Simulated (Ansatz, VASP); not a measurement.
# Two plane-wave programs on PbSe

Contents of INCAR:

```
ALGO     = Normal         # electronic algorithm
EDIFF    = 1E-6           # SCF threshold, eV
ENCUT    = 520            # plane-wave cutoff, eV
GGA      = PE             # functional
ISIF     = 2              # what is computed and relaxed
ISMEAR   = 0              # smearing method
LASPH    = True           # aspherical terms in the spheres
LCHARG   = True           # write CHGCAR
LELF     = True           # ELF
LREAL    = False          # projectors in reciprocal space
LVHAR    = True         
LWAVE    = False          # write WAVECAR
NBANDS   = 17             # bands
NELM     = 80             # most SCF steps
PREC     = Accurate       # precision mode
SIGMA    = 0.05           # smearing width, eV
```

The input KPOINTS:

```
k-points
0
Gamma
  10 10 10
```

File POSCAR:

```
PbSe
1.0
    0.0000000000      3.1443074845      3.1443074845
    3.1443074845      0.0000000000      3.1443074845
    3.1443074845      3.1443074845      0.0000000000
Pb Se
1 1
Direct
    0.0000000000      0.0000000000      0.0000000000
    0.5000000000      0.5000000000      0.5000000000
```

Input for Ansatz:

```yaml
crystal:
  lattice:
    - [0.0, 3.1443074845, 3.1443074845]
    - [3.1443074845, 0.0, 3.1443074845]
    - [3.1443074845, 3.1443074845, 0.0]
  atoms:
    - { symbol: Pb, position: [0.0, 0.0, 0.0] }
    - { symbol: Se, position: [0.5, 0.5, 0.5] }
basis:
  ecutwfc: 420
kpoints:
  mp_grid: { grid: [10, 10, 10] }
hamiltonian:
  xc: pbe
scf:
  occupations: { method: gaussian, width: 0.05 }
output:
  forces: true
  stress: true
  eigenvalues: true
  populations: true
```

Alike in both runs: task single point; functional PBE; k mesh 10 × 10 × 10; occupations gaussian, width 0.05 eV; no spin polarisation.

```csv
,VASP,Ansatz
version,VASP 6.6.1,Ansatz 0.2.0
potentials or method,"VASP PAW PBE potentials, release 64 (Pb_d, Se)","scalar-relativistic, plane waves, PAW"
plane-wave cutoff (eV),520,420
valence electrons in the cell,20,30
```

```tsv
	VASP	Ansatz	Ansatz less VASP
gap on the k mesh at the Fermi level (eV)	0.53	0.53	-0.005
least direct gap on the mesh (eV)	0.53	0.53	-0.005
pressure (GPa)	-1.5	-1.5	+0.02
```

The two sets of potentials don't hold the same shells in valence.

Caveats: spin-orbit coupling is left out, which as a rule narrows the gap of such compounds by several tenths of an eV. A k mesh can miss the band edges.
